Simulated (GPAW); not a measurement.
The system is NiO2.

```
Ni O
1.0
     2.79878    0.00000    0.00000
    -1.39939    2.42382    0.00000
     0.00000    0.00000    4.61827
Ni O
1 2
Cartesian
  0.0000 0.0000 2.3091
  0.0000 1.6159 1.3576
  1.3994 0.8079 3.2607
```

The cell comes from a database or a generator and needn't be the stable form of this composition.

Base run:

| Quantity | Value |
| --- | --- |
| Program | GPAW 26.7.0 |
| Functional | LDA |
| Potentials or basis | PAW data sets generated in the run's folder for this functional |
| Cutoff | 600 eV |
| Basis | pw |
| k mesh | 9 × 9 × 5 |
| Occupations | fermi-dirac, width 0.05 eV |
| Spin | collinear spin, ferromagnetic start |
| Starting moments | [1.0, 0.0, 0.0] μB |

Its results: band gap on the k mesh 1.01 eV, indirect (least direct gap 1.16 eV); pressure -15.3 GPa; net moment 0.00 μB per cell; largest force 0.731 eV/Å.

Q: The run is repeated on the same cell with these changes: potentials or basis from PAW data sets generated in the run's folder for this functional to the program's PAW data sets (release 1.2.1) made for this functional; cutoff from 600 eV to 650 eV. What comes out?

A: Band gap on the k mesh 1.01 eV, indirect (least direct gap 1.16 eV); pressure -12.1 GPa; net moment 0.00 μB per cell; largest force 0.740 eV/Å.

Caveats: the cutoff is short for stress and forces, so pressures can be off by a GPa or more; the stock nickel data set gives pressures a few GPa off other programs; the run has no moments, though such compounds are often magnetic; a magnetic state may lie lower; an odd mesh through Γ misses points on the zone boundary, where band edges often lie; so large a pressure means that the cell lies far from this level's equilibrium, or that cutoff or potentials fall short (some runs).

Not every run made on this cell is shown here.
